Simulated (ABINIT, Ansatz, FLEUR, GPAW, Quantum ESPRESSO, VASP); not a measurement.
**HgTe: 7 runs at one level of theory**

```xyz
2
Lattice="0.0000 3.2145 3.2145 3.2145 0.0000 3.2145 3.2145 3.2145 0.0000" Properties=species:S:1:pos:R:3 pbc="T T T"
Hg   -0.0041   -0.0227    0.0017
Te    4.8265    4.8151    4.8249
```

Atoms were shifted at random by some hundredths of an Å from the given cell, which wasn't relaxed again for these runs.

Alike in all runs: task single point; functional PBE; k mesh 7 × 7 × 7; occupations fermi-dirac, width 0.05 eV; no spin polarisation; no spin-orbit coupling. Pressure is positive in compression and, in plane waves, holds the error of the finite cutoff, which Ansatz's Pulay term estimates and takes out.

| program and potentials | plane-wave cutoff (eV) | notes | pressure (GPa) | largest force (eV/Å) | energy over the undisturbed cell (meV/atom) |
| --- | --- | --- | --- | --- | --- |
| Ansatz, all-electron LAPW, scalar-relativistic | - | - | 4.57 | 0.079 | - |
| Quantum ESPRESSO, SSSP 1.3 efficiency PBE | 816 | 13 valence electrons an atom on average | 4.71 | 0.084 | 0.38 |
| VASP, PBE PAW files Hg, Te, 520 eV | 520 | 9 valence electrons an atom on average | 4.65 | 0.081 | - |
| Ansatz, Ansatz PAW (earlier soft set) | 420 | 18 valence electrons an atom on average; Pulay term of +0.03 GPa included | 4.57 | 0.079 | 0.36 |
| FLEUR, all-electron, FLAPW | - | - | - | 0.079 | 0.37 |
| GPAW, GPAW PAW data sets (gpaw-data 1.2.1) | 600 | 12 valence electrons an atom on average | 4.52 | 0.081 | 0.37 |
| ABINIT, JTH PAW PBE v2.0 | 517 | 9 valence electrons an atom on average | 4.79 | 0.083 | 0.36 |

Force on atom 1 (Hg), eV/Å:

| program and potentials | x | y | z |
| --- | --- | --- | --- |
| Ansatz, all-electron LAPW, scalar-relativistic | 0.038 | 0.069 | 0.009 |
| Quantum ESPRESSO, SSSP 1.3 efficiency PBE | 0.041 | 0.073 | 0.009 |
| VASP, PBE PAW files Hg, Te, 520 eV | 0.039 | 0.070 | 0.009 |
| Ansatz, Ansatz PAW (earlier soft set) | 0.038 | 0.068 | 0.009 |
| FLEUR, all-electron, FLAPW | 0.038 | 0.069 | 0.009 |
| GPAW, GPAW PAW data sets (gpaw-data 1.2.1) | 0.039 | 0.070 | 0.009 |
| ABINIT, JTH PAW PBE v2.0 | 0.041 | 0.072 | 0.010 |

The pressure spans 4.52 (GPAW, GPAW PAW data sets (gpaw-data 1.2.1)) to 4.79 GPa (ABINIT, JTH PAW PBE v2.0), with all-electron results at 4.57.

Differences between rows come from potentials, basis sets and numerical settings, since the functional is the same but for its coding. Runs on potential files found faulty are left out.
